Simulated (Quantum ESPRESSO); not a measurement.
# Be under changes of volume

One of the cells (8.105 Å³/atom); the others are scaled copies at fixed shape and fractional positions:

```
Be
1.0
     2.28530    0.00000    0.00000
    -1.14265    1.97913    0.00000
     0.00000    0.00000    3.58420
Be
2
Direct
  0.66667 0.33333 0.75000
  0.33333 0.66667 0.25000
```

| Quantity | Value |
| --- | --- |
| Program | Quantum ESPRESSO 7.5 |
| Functional | PBEsol |
| Potentials or basis | GBRV 1.5 PBEsol |
| Cutoff | 612 eV |
| Density cutoff | 4898 eV |
| k mesh | 13 × 13 × 8 |
| Occupations | fermi-dirac, width 0.05 eV |
| Spin | no spin polarisation |

```csv
volume (Å³/atom),energy over the lowest point (meV/atom),pressure (GPa)
7.619,3.18,4.3
7.781,0.23,1.5
7.943,0.00,-1.1
8.105,2.27,-3.5
8.268,?,?
8.430,13.44,-7.6
8.592,21.98,-9.4
```

Task: What does the run at 8.268 Å³/atom give?

Result: Energy over the lowest point 6.81 meV/atom; pressure -5.6 GPa.

Worked out: A Birch-Murnaghan fit of order 3 (a polynomial in V^(-2/3)) to the other rows has its minimum at 7.88 Å³/atom with B0 = V·E''(V) = 124 GPa and B' = 3.3 at fixed shape and positions, which overstates the stiffness. It gives 6.82 meV/atom at 8.268 Å³/atom, against the run's 6.81, and -dE/dV = -5.6 GPa, against -5.6.

Energies are extrapolated to zero smearing.
